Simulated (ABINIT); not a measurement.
# HfO2 (Fm-3m) in ABINIT: a series of runs, part 2 of 2

ABINIT 10.8.3 (patched build). Earlier steps stand in the parts before.

## 3. Equation of state, WC

Contents of run.abi:

```
ndtset 7
getwfk -1
scalecart1 3*0.9795861087
scalecart2 3*0.9864848297
scalecart3 3*0.9932883884
scalecart4 3*1.0000000000
scalecart5 3*1.0066227096
scalecart6 3*1.0131594038
scalecart7 3*1.0196128224

pp_dirpath "./"
pseudos "Hf.GGA_PBE-JTH.xml, O.GGA_PBE-JTH.xml"

acell 3.6168511858 3.6168511858 3.6168511858 Angstrom
rprim
     0.0000000000     0.7071067812     0.7071067812
     0.7071067812     0.0000000000     0.7071067812
     0.7071067812     0.7071067812     0.0000000000
ntypat 2
znucl 72 8
natom 3
typat 1 2 2
xred
     0.0000000000     0.0000000000     0.0000000000
     0.7500000000     0.7500000000     0.7500000000
     0.2500000000     0.2500000000     0.2500000000

ecut 23.0
pawecutdg 45.0

kptopt 1
ngkpt 9 9 9
nshiftk 1
shiftk 0.0 0.0 0.0

ixc 23

nband 16
occopt 3
tsmear 0.05 eV

nstep 100
tolvrs 1.0e-9

iomode 3
prtwf 1
prtden 0
prteig 0
prtebands 0
enunit 2
```

Potentials or basis: JTH PAW PBE v2.0.

Run with:

```
$ abinit run.abi > log 2>&1
```

run.abo:

```text
.Version 10.8.3 of ABINIT
 DATASET    1 : space group Fm -3 m (#225); Bravais cF (face-center cubic)
================================================================================
 Values of the parameters that define the memory need for DATASET  1.
     intxc =       0    ionmov =       0      iscf =      17    lmnmax =      18
     lnmax =       6     mgfft =      30  mpssoang =       3    mqgrid =    3001
     natom =       3  nloc_mem =       2    nspden =       1   nspinor =       1
    nsppol =       1      nsym =      48    n1xccc =       1    ntypat =       2
    occopt =       3   xclevel =       2
       mpw =        1131          nfft =       27000          nkpt =          35
 PAW method is used; the additional fine FFT grid is defined by:
   mgfftf=        45    nfftf =     91125
================================================================================
================================================================================
[... 71 lines left out ...]
 DATASET    7 : space group Fm -3 m (#225); Bravais cF (face-center cubic)
================================================================================
 Values of the parameters that define the memory need for DATASET  7.
     intxc =       0    ionmov =       0      iscf =      17    lmnmax =      18
     lnmax =       6     mgfft =      32  mpssoang =       3    mqgrid =    3001
     natom =       3  nloc_mem =       2    nspden =       1   nspinor =       1
    nsppol =       1      nsym =      48    n1xccc =       1    ntypat =       2
    occopt =       3   xclevel =       2
       mpw =        1283          nfft =       32768          nkpt =          35
 PAW method is used; the additional fine FFT grid is defined by:
   mgfftf=        45    nfftf =     91125
[... 1545 lines left out ...]
           etotal3    -8.2597423269E+01
           etotal4    -8.2595866369E+01
           etotal5    -8.2593649709E+01
           etotal6    -8.2590840496E+01
           etotal7    -8.2587494672E+01
            fcart1    -0.0000000000E+00 -0.0000000000E+00 -0.0000000000E+00
                      -0.0000000000E+00 -0.0000000000E+00 -0.0000000000E+00
                      -0.0000000000E+00 -0.0000000000E+00 -0.0000000000E+00
            fcart2    -0.0000000000E+00 -0.0000000000E+00 -0.0000000000E+00
                      -0.0000000000E+00 -0.0000000000E+00 -0.0000000000E+00
                      -0.0000000000E+00 -0.0000000000E+00 -0.0000000000E+00
            fcart3    -1.0955174667E-31  1.0955174667E-31 -1.0955174667E-31
                      -1.0955174667E-31  1.0955174667E-31 -1.0955174667E-31
                       2.1910349334E-31 -2.1910349334E-31  2.1910349334E-31
            fcart4     2.9193718007E-47 -2.1763295579E-31 -2.9017727438E-31
[... 52 lines left out ...]
           xangst3     0.0000000000E+00  0.0000000000E+00  0.0000000000E+00
                       3.8105025801E+00  3.8105025801E+00  3.8105025801E+00
                       1.2701675267E+00  1.2701675267E+00  1.2701675267E+00
           xangst4     0.0000000000E+00  0.0000000000E+00  0.0000000000E+00
                       3.8362500001E+00  3.8362500001E+00  3.8362500001E+00
                       1.2787500000E+00  1.2787500000E+00  1.2787500000E+00
           xangst5     0.0000000000E+00  0.0000000000E+00  0.0000000000E+00
                       3.8616563698E+00  3.8616563698E+00  3.8616563698E+00
                       1.2872187899E+00  1.2872187899E+00  1.2872187899E+00
           xangst6     0.0000000000E+00  0.0000000000E+00  0.0000000000E+00
                       3.8867327629E+00  3.8867327629E+00  3.8867327629E+00
                       1.2955775876E+00  1.2955775876E+00  1.2955775876E+00
           xangst7     0.0000000000E+00  0.0000000000E+00  0.0000000000E+00
                       3.9114896900E+00  3.9114896900E+00  3.9114896900E+00
                       1.3038298967E+00  1.3038298967E+00  1.3038298967E+00
             xred      0.0000000000E+00  0.0000000000E+00  0.0000000000E+00
                       7.5000000000E-01  7.5000000000E-01  7.5000000000E-01
                       2.5000000000E-01  2.5000000000E-01  2.5000000000E-01
 Calculation completed.
```

It took 2.5 min on 1 thread of Arm Neoverse V1, shared host; peak memory 0.17 GiB.

What came out:

| Property | Result |
| --- | --- |
| Equilibrium volume | 10.60 Å³/atom |
| Bulk modulus | 272 GPa |
| Pressure derivative of the bulk modulus | 4.4 |

Energy against volume, from the lowest point:
```csv
volume (Å³/atom),energy (meV/atom)
10.483,0.21
10.706,0.00
10.929,7.35
11.152,21.47
11.375,41.58
11.598,67.06
11.821,97.41
```

Caveat: pressures at fixed basis lie under the slope of the energies; the PAW data sets were made with another functional, which shifts forces and pressure a little. The run has no spin-orbit coupling, so splittings on Hf are missing.
